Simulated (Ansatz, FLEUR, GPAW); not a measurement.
**CdTe: programs and potentials compared**

```xyz
2
Lattice="0.0000 3.2050 3.2050 3.2050 0.0000 3.2050 3.2050 3.2050 0.0000" Properties=species:S:1:pos:R:3 pbc="T T T"
Te    4.8075    4.8075    4.8075
Cd    0.0000    0.0000    0.0000
```

Alike in all runs: task band structure; functional revPBE; k mesh 7 × 7 × 7; occupations fermi-dirac, width 0.05 eV; no spin polarisation; no spin-orbit coupling. Pressure is positive in compression and, in plane waves, holds the error of the finite cutoff, which Ansatz's Pulay term estimates and takes out. Gaps are the smaller of the mesh's and the band path's.

```csv
program and potentials,plane-wave cutoff (eV),notes,band gap (eV),pressure (GPa)
"Ansatz, Ansatz PAW",420,"potentials made for PBE, which Ansatz adapts in part; 18 valence electrons an atom on average; Pulay term of +0.04 GPa included",0.99,5.52
"Ansatz, all-electron LAPW, scalar-relativistic",-,-,?,?
"FLEUR, all-electron, FLAPW",-,-,0.98,-
"GPAW, the program's PAW data sets (release 1.2.1) made for this functional",600,9 valence electrons an atom on average,0.98,5.10
```

**Question.** Estimate from the other rows what the run with Ansatz, all-electron LAPW, scalar-relativistic gave.

**Answer.** Band gap 0.99 eV; pressure 5.53 GPa. The other rows, which needn't bracket it: band gap 0.98 to 0.99; pressure 5.10 to 5.52.
